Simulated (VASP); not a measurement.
# CsBr (Pm-3m) in VASP: settings compared, part 2 of 2

VASP 6.6.1. Earlier steps stand in the parts before.

## 3. Single point, PBE

Input file INCAR:

```
ALGO     = Normal         # electronic algorithm
EDIFF    = 1E-7           # SCF threshold, eV
ENCUT    = 520            # plane-wave cutoff, eV
GGA      = PE             # functional
ISIF     = 2              # what is computed and relaxed
ISMEAR   = 0              # smearing method
LASPH    = T              # aspherical terms in the spheres
LCHARG   = F              # write CHGCAR
LREAL    = F              # projectors in reciprocal space
LWAVE    = F              # write WAVECAR
NBANDS   = 15             # bands
NELM     = 100            # most SCF steps
PREC     = Accurate       # precision mode
SIGMA    = 0.01           # smearing width, eV
```

Input file KPOINTS:

```
k-points
0
Gamma
  4 4 4
```

Input file POSCAR:

```
CsBr
1.0
    4.3196004938      0.0000000000      0.0000000000
    0.0000000000      4.3196004938      0.0000000000
    0.0000000000      0.0000000000      4.3196004938
Cs Br
1 1
Direct
    0.0000000000      0.0000000000      0.0000000000
    0.5000000000      0.5000000000      0.5000000000
```

Potentials or basis: VASP PAW PBE potentials, release 64 (Cs_sv, Br).

Run with:

```sh
cat potpaw_PBE.64/Cs_sv/POTCAR potpaw_PBE.64/Br/POTCAR > POTCAR
mpirun -np 1 vasp_std > vasp.out
```

OUTCAR:

```text
EDIFF = 1E-7
   ENCUT = 520
   GGA = PE
   ISIF = 2
   ISMEAR = 0
   LASPH = T
   LREAL = F
   NELM = 100
   PREC = Accurate

 ion  position               nearest neighbor table
   1  0.000  0.000  0.000-
   2  0.500  0.500  0.500-

  LATTYP: Found a simple cubic cell.
 ALAT       =     4.3196004938

  Lattice vectors:

 A1 = (   4.3196004938,   0.0000000000,   0.0000000000)
 A2 = (   0.0000000000,   4.3196004938,   0.0000000000)
 A3 = (   0.0000000000,   0.0000000000,   4.3196004938)

Analysis of symmetry for initial positions (statically):
=====================================================================
 Subroutine PRICEL returns:
 Original cell was already a primitive cell.

 Routine SETGRP: Setting up the symmetry group for a
 simple cubic supercell.

 Subroutine GETGRP returns: Found 48 space group operations
 (whereof 48 operations were pure point group operations)
 out of a pool of 48 trial point group operations.

The static configuration has the point symmetry O_h .

Analysis of symmetry for dynamics (positions and initial velocities):
=====================================================================
 Subroutine PRICEL returns:
 Original cell was already a primitive cell.

 Routine SETGRP: Setting up the symmetry group for a
 simple cubic supercell.

 Subroutine GETGRP returns: Found 48 space group operations
 (whereof 48 operations were pure point group operations)
 out of a pool of 48 trial point group operations.

The dynamic configuration has the point symmetry O_h .

 Subroutine INISYM returns: Found 48 space group operations
 (whereof 48 operations are pure point group operations),
 and found     1 'primitive' translations

----------------------------------------------------------------------------------------

                                     Primitive cell

  volume of cell :      80.5992

  direct lattice vectors                    reciprocal lattice vectors
     4.319600494  0.000000000  0.000000000     0.231502890  0.000000000  0.000000000
     0.000000000  4.319600494  0.000000000     0.000000000  0.231502890  0.000000000
     0.000000000  0.000000000  4.319600494     0.000000000  0.000000000  0.231502890

  length of vectors
     4.319600494  4.319600494  4.319600494     0.231502890  0.231502890  0.231502890

  position of ions in fractional coordinates (direct lattice)
     0.000000000  0.000000000  0.000000000
     0.500000000  0.500000000  0.500000000

  ion indices of the primitive-cell ions
   primitive index   ion index
                 1           1
                 2           2

----------------------------------------------------------------------------------------

 KPOINTS: k-points

Automatic generation of k-mesh.
 Grid dimensions read from file:
 generate k-points for:    4    4    4

 Generating k-lattice:

  Cartesian coordinates                     Fractional coordinates (reciprocal lattice)
     0.057875723  0.000000000  0.000000000     0.250000000  0.000000000  0.000000000
     0.000000000  0.057875723  0.000000000     0.000000000  0.250000000  0.000000000
     0.000000000  0.000000000  0.057875723     0.000000000  0.000000000  0.250000000

[... 23 lines left out ...]
   k-points           NKPTS =     10   k-points in BZ     NKDIM =     10   number of bands    NBANDS=     15
   number of dos      NEDOS =    301   number of ions     NIONS =      2
   total plane-waves  NPLWV =  32768
   dimension x,y,z NGX =    32 NGY =   32 NGZ =   32
   dimension x,y,z NGXF=    64 NGYF=   64 NGZF=   64
   ions per type =               1   1
   NGX,Y,Z   is equivalent  to a cutoff of  12.32, 12.32, 12.32 a.u.
   NGXF,Y,Z  is equivalent  to a cutoff of  24.63, 24.63, 24.63 a.u.
 SYSTEM =  unknown system
   PREC   = accura    normal or accurate (medium, high low for compatibility)
   ISTART =      0    job   : 0-new  1-cont  2-samecut
   ICHARG =      2    charge: 1-file 2-atom 10-const
   ISPIN  =      1    spin polarized calculation?
   LNONCOLLINEAR =      F non collinear calculations
   LSORBIT =      F    spin-orbit coupling
   LASPH  =      T    aspherical Exc in radial PAW
   ENCUT  =  520.0 eV  38.22 Ry    6.18 a.u.   8.03  8.03  8.03*2*pi/ulx,y,z
   NELM   =    100;   NELMIN=  2; NELMDL= -5     # of ELM steps
   EDIFF  = 0.1E-06   stopping-criterion for ELM
   LREAL  =      F    real-space projection
   EDIFFG = 0.1E-05   stopping-criterion for IOM
   NSW    =      0    number of steps for IOM
   IBRION =     -1    ionic relax: 0-MD 1-quasi-New 2-CG
   NFREE  =      0    steps in history (QN), initial steepest desc. (CG)
   ISIF   =      2    stress and relaxation
   ISYM   =      2    0-nonsym 1-usesym 2-fastsym
   POTIM  = 0.5000    time-step for ionic-motion
   TEBEG  =    0.0;   TEEND  =   0.0 temperature during run
   PSTRESS=    0.0 pullay stress
   NELECT =      16.0000    total number of electrons
   NUPDOWN=      -1.0000    fix difference up-down
   EMIN   =  10.00;   EMAX   =-10.00  energy-range for DOS
   EFERMI =   0.00;   METHOD = LEGACY
   ISMEAR =     0;   SIGMA  =   0.01  broadening in eV -4-tet -1-fermi 0-gaus
   EFERMI_NEDOS =   21; number of points for ismear=-14 and -15
   IALGO  =     38    algorithm
   IMIX   =      4    mixing-type and parameters
     AMIX     =   0.40;   BMIX     =  1.00
     AMIX_MAG =   1.60;   BMIX_MAG =  1.00
  volume/ion in A,a.u.               =      40.30       271.96
  Fermi-wavevector in a.u.,A,eV,Ry     =   0.955003  1.804693 12.408922  0.912030
  Thomas-Fermi vector in A             =   2.083801
   LORBIT       =      0    0 simple, 1 ext, 2 COOP (PROOUT), +10 PAW based schemes
   GGA     = PE    functional components
   LHFCALC =     F    Hartree Fock is set to
   AEXX    =    0.0000 exact exchange contribution
   IVDW    =     0    specifies the selected vdW correction
   LEPSILON=     F    determine dielectric tensor
   LRPA    =     F    only Hartree local field effects (RPA)
 non-spin polarized calculation
 Gauss-broadening in eV      SIGMA  =   0.01
  energy-cutoff  :      520.00
  volume of cell :       80.60
 maximum number of plane-waves:      2192
   NGX = 17   NGY = 17   NGZ = 17

 number of electron      16.0000001 magnetization

 Free energy of the ion-electron system (eV)
  ---------------------------------------------------
  ext. energy  EPLUGINS =         0.00000000
  ---------------------------------------------------
  free energy    TOTEN  =        -6.01411904 eV

  energy without entropy =       -6.01411904  energy(sigma->0) =       -6.01411904

 E-fermi :  -0.3461     XC(G=0):  -7.9702

 val. band max:       -0.4088130545   @ k =   0.5000   0.5000   0.0000
 cond. band min:       4.0153282644   @ k =   0.0000   0.0000   0.0000
 fundamental gap:      4.4241413189
 Fermi energy:        -0.3461165462

 k-point     1 :       0.0000    0.0000    0.0000
  band No.  band energies     occupation
      1     -20.2242      2.00000
      2     -12.7503      2.00000
      3      -6.8268      2.00000
      4      -6.8268      2.00000
      5      -6.8268      2.00000
      6      -0.4171      2.00000
      7      -0.4171      2.00000
      8      -0.4171      2.00000
      9       4.0153      0.00000
     10       4.5241      0.00000
     11       4.5241      0.00000
     12       8.6355      0.00000
     13       8.6355      0.00000
     14       8.6355      0.00000
[... 149 lines left out ...]
      2     -12.5803      2.00000
      3      -7.2084      2.00000
      4      -7.2084      2.00000
      5      -7.2084      2.00000
      6      -1.5385      2.00000
      7      -1.5385      2.00000
      8      -1.5385      2.00000
      9       7.8040      0.00000
     10       7.8040      0.00000
     11       7.8040      0.00000
     12       8.6517      0.00000
     13       8.6517      0.00000
     14       8.6517      0.00000
     15      10.7819      0.00000

------------------------ aborting loop because EDIFF is reached ----------------------------------------

  FORCE on cell =-STRESS in cart. coord.  units (eV):
  Direction    XX          YY          ZZ          XY          YZ          ZX
  --------------------------------------------------------------------------------------
  -------------------------------------------------------------------------------------
  Total        0.3621161      0.3621161      0.3621161     -0.0000000     -0.0000000     -0.0000000
  in kB        7.1982617      7.1982617      7.1982617     -0.0000000     -0.0000000     -0.0000000
  external PRESSURE =       7.1982617 kB  Pullay stress =       0.0000000 kB

 VOLUME and BASIS-vectors are now :
 -----------------------------------------------------------------------------
  energy-cutoff  :      520.00
  volume of cell :       80.60
      direct lattice vectors                 reciprocal lattice vectors
     4.319600494  0.000000000  0.000000000     0.231502890  0.000000000  0.000000000
     0.000000000  4.319600494  0.000000000     0.000000000  0.231502890  0.000000000
     0.000000000  0.000000000  4.319600494     0.000000000  0.000000000  0.231502890

 POSITION                                       TOTAL-FORCE (eV/Angst)
 -----------------------------------------------------------------------------------
      0.00000      0.00000      0.00000         0.000000      0.000000      0.000000
      2.15980      2.15980      2.15980         0.000000      0.000000      0.000000
 -----------------------------------------------------------------------------------
    total drift:                                0.000000      0.000000     -0.000000

  FREE ENERGIE OF THE ION-ELECTRON SYSTEM (eV)
  ---------------------------------------------------
  free  energy   TOTEN  =        -6.0141190375 eV

  energy  without entropy=       -6.0141190375  energy(sigma->0) =       -6.01411904
```

It took 11 s on 1 thread of AMD EPYC 7R13 (Zen 3), shared host; peak memory 0.14 GiB.

Results:

```yaml
Free_energy: -6.0141 eV
Pressure: 0.7 GPa
Band_gap_on_the_k_mesh: 4.42 eV, indirect (least direct gap 4.43 eV)
```

Levels at points of the mesh, in eV from the valence-band top:
```csv
k point,band 4,band 5,band 6,band 7,band 8,band 9,band 10,band 11,band 12,band 13
"(0.00, 0.00, 0.00)",-6.42,-6.42,-0.01,-0.01,-0.01,4.42,4.93,4.93,9.04,9.04
"(0.50, 0.00, 0.00)",-6.32,-6.32,-1.28,-0.20,-0.20,5.92,7.19,7.63,8.33,8.79
"(0.50, 0.50, 0.00)",-6.97,-6.26,-0.57,-0.57,0.00,5.25,5.48,7.20,7.20,10.96
"(0.50, 0.50, 0.50)",-6.80,-6.80,-1.13,-1.13,-1.13,8.21,8.21,8.21,9.06,9.06
```

Caveat: spin-orbit coupling is left out, which moves the levels of the heavy elements.
